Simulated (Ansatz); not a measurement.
**KTaO₃: a line through a two-coordinate scan**

The task here is to estimate one member of a computed series from the others.

Computed with Ansatz 0.2.0 (DFT PBEsol, scalar-relativistic, plane waves, PAW, unless a step's input says otherwise).

16 further runs of the same task are left out: 16 set aside as unsound or not needed.

## The starting structure

The structure is cubic, space group Pm-3m (No. 221). Conventional cell: a = 3.985 Å, b = 3.985 Å, c = 3.985 Å, α = 90.00°, β = 90.00°, γ = 90.00°. K (site symmetry m-3m) has 12 O at 2.82 Å as nearest neighbours. Around Ta (site symmetry m-3m) lie 6 O at 1.99 Å. O (site symmetry 4/mmm) is surrounded by 2 Ta at 1.99 Å and 4 K at 2.82 Å.

Coordinates:

```xyz
5
Lattice="3.9854 0.0000 0.0000 0.0000 3.9854 0.0000 0.0000 0.0000 3.9854" Properties=species:S:1:pos:R:3 pbc="T T T"
K     1.9927    1.9927    1.9927
Ta    0.0000    0.0000    0.0000
O     1.9927    0.0000    0.0000
O     0.0000    1.9927    0.0000
O     0.0000    0.0000    1.9927
```

This cell was relaxed beforehand with the same method: volume 12.66 Å³/atom, gap on the mesh 2.14 eV.

## The scan

The energy is mapped over volume and the cell's shape.

First coordinate, volume per atom: 7 values from 11.647 to 13.673 Å³. Second coordinate, c/a of the conventional cell: 7 values from 0.886 to 1.128.

Nothing else is relaxed (symmetry fixes all fractional coordinates). Energies count from the relaxed crystal. Points are written as (first, second).

The first run:

input.yaml

```yaml
crystal:
  lattice:
    - [3.8097778847, 0.0, 0.0]
    - [0.0, 3.8097778847, 0.0]
    - [0.0, 0.0, 4.1286562936]
  atoms:
    - { symbol: K, position: [0.5, 0.5, 0.5] }
    - { symbol: Ta, position: [0.0, 0.0, 0.0] }
    - { symbol: O, position: [0.5, 0.0, 0.0] }
    - { symbol: O, position: [0.0, 0.5, 0.0] }
    - { symbol: O, position: [0.0, 0.0, 0.5] }
basis:
  ecutwfc: 520.0
kpoints:
  mp_grid: { grid: [8, 8, 8] }
hamiltonian:
  xc: pbesol
  pseudopotentials: { kind: paw }
scf:
  occupations: { method: gaussian, width: 0.05 }
output:
  forces: true
  stress: true
  eigenvalues: true
```

On the command line:

```sh
ansatz run input.yaml --threads 1 --pin off --max-ram 2048MiB --backend cpu --events-out ev --progress --plain --runs-dir out
```

Steps of the session up to this table: The run at (11.985 Å³, 1.084); The run at (12.322 Å³, 1.084); Point (12.660 Å³, 1.084); Grid point (12.998 Å³, 1.084); Grid point (13.335 Å³, 1.084); The run at (13.673 Å³, 1.084).

One table of the session follows, with a row left open; its other results are not shown here.

```
volume per atom (Å³)  energy (meV/atom)  slope (meV/atom per Å³)  pressure (GPa)  band gap on the k-mesh (eV)
              11.647                137                     −146            23.4                         2.20
              11.985                 96                      −96            15.3                         2.14
              12.322                  ?                        ?               ?                            ?
              12.660                 60                      −15             2.4                         2.03
              12.998                 60                       17            −2.8                         1.98
              13.335                 71                       45            −7.3                         1.92
              13.673                 91                       70           −11.2                         1.86
```

**Question.** Estimate the row for volume per atom (Å³) = 12.322.

Worked estimate for «energy (meV/atom)». A straight line through the neighbours (11.985, 96) and (12.660, 60) gives 96 + (60 − 96) × (12.322 − 11.985) / (12.660 − 11.985) = 78; a parabola fitted to 4 rows on both sides gives 71.

As computed: energy (meV/atom): 71; slope (meV/atom per Å³): −53; pressure (GPa): 8.4; band gap on the k-mesh (eV): 2.09. In «energy (meV/atom)» the line misses by +7 and the parabola by +0.

Energies count from the relaxed crystal. Rows without a step come from runs not printed here or follow by symmetry. Slopes come from the forces (and the stress, where the cell changes), not from differences of energies.

What this shows: The lowest point of the line is at 12.660 Å³, 60 meV/atom from the zero. Energies and slopes round the minimum, fitted together, put the minimum at 12.8104 Å³, with a curvature of about 97 meV/atom per (Å³)². V·d²E/dV² there is about 200 GPa, a bulk modulus under this line's constraint. The highest point computed, at 11.647 Å³, lies 77 meV/atom above the lowest. This is one cut through a surface in two coordinates; the map's lowest point lies off it. These runs have no spin-orbit coupling; with Ta it would split and shift bands.
